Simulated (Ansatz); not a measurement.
The decay constant κ of evanescent states in the gap governs leakage through a thin film.

```
CELL_PARAMETERS angstrom
      4.18825     0.00000     0.00000
     -2.09413     3.62713     0.00000
      2.09413     1.20904     3.41969
ATOMIC_POSITIONS crystal
  Na 0.00000 0.00000 0.00000
  Br 0.00000 0.50000 0.50000
```

The cell is taken as given.

Transport runs along the normal of the first two printed cell vectors, the (111) plane of the conventional cell.

The gap is the functional's own. No spin-orbit coupling. Mid-gap values are those at the computed energy nearest the middle.

Question: Compute, with r2SCAN (Ansatz, a program for electronic structure), the band gap and the smallest decay constant κ at mid-gap.

Answer: Gap 5.03 eV on a 10×10×10 mesh; κ = 0.332 1/Å, at the zone centre.
